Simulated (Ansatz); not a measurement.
Molecular dynamics on a 2×2×2 supercell (16 atoms) of CuCl (zincblende), relaxed with r2SCAN. Forces come from PBE in Ansatz 0.2.0: constant energy and volume (NVE), velocities drawn at 450 K, steps of 1 fs. Spin polarisation is off, nuclei are classical, and the run is far too short for thermal averages.

```yaml
crystal:
  lattice:
    - [0.0, 5.3575123593, 5.3575123593]
    - [5.3575123593, 0.0, 5.3575123593]
    - [5.3575123593, 5.3575123593, 0.0]
  atoms:
    - { symbol: Cu, position: [0.0, 0.0, 0.0] }
    - { symbol: Cl, position: [0.125, 0.125, 0.125] }
    - { symbol: Cu, position: [0.0, 0.0, 0.5] }
    - { symbol: Cl, position: [0.125, 0.125, 0.625] }
    - { symbol: Cu, position: [0.0, 0.5, 0.0] }
    - { symbol: Cl, position: [0.125, 0.625, 0.125] }
    - { symbol: Cu, position: [0.0, 0.5, 0.5] }
    - { symbol: Cl, position: [0.125, 0.625, 0.625] }
    - { symbol: Cu, position: [0.5, 0.0, 0.0] }
    - { symbol: Cl, position: [0.625, 0.125, 0.125] }
    - { symbol: Cu, position: [0.5, 0.0, 0.5] }
    - { symbol: Cl, position: [0.625, 0.125, 0.625] }
    - { symbol: Cu, position: [0.5, 0.5, 0.0] }
    - { symbol: Cl, position: [0.625, 0.625, 0.125] }
    - { symbol: Cu, position: [0.5, 0.5, 0.5] }
    - { symbol: Cl, position: [0.625, 0.625, 0.625] }
kpoints:
  mp_grid: { grid: [2, 2, 2] }
hamiltonian:
  xc: pbe
scf:
  occupations: { method: fermi_dirac, width: 0.039 }
md:
  ensemble: nve
  temperature: 450
  timestep: 1.0
  n_steps: 30
  initial_velocities: maxwell_boltzmann
  seed: 1449
```

Run as `ansatz run input.yaml --threads 4 --pin off --max-ram 3686MiB --backend cpu --events-out ev --progress --plain --runs-dir out`.

**Question.** It ran on 4 threads of Arm Neoverse V1, on a shared host. About how long did it take, and what peak of host memory did it reach?

**Answer.** About 2 min, with a peak of 1.3 GiB.

| step | t (fs) | T (K) | free energy F from step 0 (meV/atom) | kinetic energy (meV/atom) | largest force (eV/Å) |
| --- | --- | --- | --- | --- | --- |
| 0 | 0 | 450 | 0.0 | 54.5 | 0.00 |
| 1 | 1 | 450 | 0.0 | 54.5 | 0.04 |
| 2 | 2 | 449 | 0.2 | 54.4 | 0.08 |
| 3 | 3 | 447 | 0.4 | 54.2 | 0.12 |
| 4 | 4 | 445 | 0.7 | 53.9 | 0.16 |
| 5 | 5 | 442 | 1.0 | 53.5 | 0.20 |
| 6 | 6 | 438 | 1.5 | 53.1 | 0.24 |
| 7 | 7 | 434 | 2.0 | 52.6 | 0.28 |
| 8 | 8 | 429 | 2.5 | 52.0 | 0.32 |
| 9 | 9 | 424 | 3.2 | 51.3 | 0.36 |
| 10 | 10 | 418 | 3.9 | 50.6 | 0.39 |
| 11 | 11 | 412 | 4.7 | 49.9 | 0.43 |
| 12 | 12 | 405 | 5.5 | 49.1 | 0.47 |
| 13 | 13 | 398 | 6.3 | 48.2 | 0.51 |
| 14 | 14 | 390 | 7.2 | 47.3 | 0.54 |
| 15 | 15 | 383 | 8.2 | 46.4 | 0.58 |
| 16 | 16 | 375 | 9.1 | 45.4 | 0.61 |
| 17 | 17 | 367 | 10.1 | 44.4 | 0.64 |
| 18 | 18 | 358 | 11.1 | 43.4 | 0.68 |
| 19 | 19 | 350 | 12.1 | 42.4 | 0.71 |
| 20 | 20 | 342 | 13.1 | 41.4 | 0.73 |
| 21 | 21 | 334 | 14.1 | 40.4 | 0.76 |
| 22 | 22 | 326 | 15.1 | 39.5 | 0.79 |
| 23 | 23 | 318 | 16.0 | 38.5 | 0.81 |
| 24 | 24 | 310 | 17.0 | 37.6 | 0.83 |
| 25 | 25 | 303 | 17.9 | 36.7 | 0.85 |
| 26 | 26 | 296 | 18.7 | 35.8 | 0.87 |
| 27 | 27 | 289 | 19.5 | 35.0 | 0.88 |
| 28 | 28 | 282 | 20.3 | 34.2 | 0.89 |
| 29 | 29 | 277 | 21.0 | 33.5 | 0.90 |
| 30 | 30 | 271 | 21.7 | 32.8 | 0.91 |

The temperature goes from 450 K to 271 K in 30 fs. The atoms start on their lattice sites with kinetic energy alone, so much of it first passes into potential energy. The conserved energy stays within 0.01 meV an atom. By the last step the atoms have moved 0.12 Å in the root mean square, the drift of the whole cell taken out, 0.20 Å at most.

Positions (Å) and forces (eV/Å) at step 30:
```
Cu   0.046   0.050  -0.064     0.280  -0.006   0.000
Cl   1.401   1.496   1.261    -0.205  -0.739   0.268
Cu   2.783   2.733  -0.008     0.035  -0.068  -0.048
Cl   4.124   4.016   1.224     0.179   0.366   0.596
Cu   2.623   0.030   2.806    -0.044   0.066  -0.328
Cl   3.990   1.346   4.049     0.121   0.124  -0.001
Cu   5.347   2.588   2.682    -0.317   0.367   0.306
Cl   6.756   3.969   4.055    -0.550   0.287  -0.218
Cu  -0.054   2.575   2.735     0.232   0.236  -0.288
Cl   1.485   3.908   3.924    -0.501   0.706  -0.271
Cu   2.605   5.396   2.540     0.340  -0.252   0.180
Cl   4.029   6.724   4.026    -0.061  -0.742   0.079
Cu   2.541   2.727   5.417     0.387  -0.120   0.181
Cl   3.975   3.984   6.730     0.168   0.293   0.021
Cu   5.382   5.294   5.394    -0.082  -0.025  -0.016
Cl   6.671   6.769   6.748     0.020  -0.493  -0.460
```
